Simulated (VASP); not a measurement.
A run of VASP 6.6.1 is set up as follows.

Contents of INCAR:

```
PREC = Accurate ; ENCUT = 500
EDIFF = 1E-6 ; ISMEAR = 0
SIGMA = 0.01 ; LREAL = F
LASPH = T ; NELM = 120
ALGO = Normal ; ISIF = 2
LWAVE = F ; LCHARG = F
GGA = PS ; NBANDS = 11
GGA_COMPAT = F
```

Contents of KPOINTS:

```
Automatic mesh
0
Gamma
  8 8 8
```

POSCAR

```
AlP
1.0
    2.7152230958      2.7152230958      0.0000000000
   -2.7152230958      2.7152230958      0.0000000000
    0.0000000000      2.7152230958      2.7152230958
Al P
1 1
Direct
    0.0000000000      0.0000000000      0.0000000000
    0.7500000000      0.2500000000      0.5000000000
```

Potentials or basis: VASP PAW PBE potentials, release 64 (Al, P).

Command:

```sh
$ cat potpaw_PBE.64/Al/POTCAR potpaw_PBE.64/P/POTCAR > POTCAR
$ mpirun -np 1 vasp_std > vasp.out
```

(1) Estimate the pressure.

(2) Predict the band gap on the k mesh.

Answers

(1) 2.0 GPa.

(2) 1.41 eV, indirect (least direct gap 3.34 eV).

Caveat: the PAW data sets were made with another functional, which shifts forces and pressure a little.

**What was measured.**

From a printed reference work, data compilation, for a bulk crystal of AlP at 4.2 K: band gap 2.505 eV (indirect).

A measured gap of AlP is 2.505 eV (indirect; 4.2 K; a printed reference work, data compilation); the calculated 1.41 eV misses it by -1.10 eV. The value is that of PBEsol on a finite k mesh, which can miss the band edges, without temperature or zero-point motion. Semilocal functionals fall short of measured gaps as a rule.
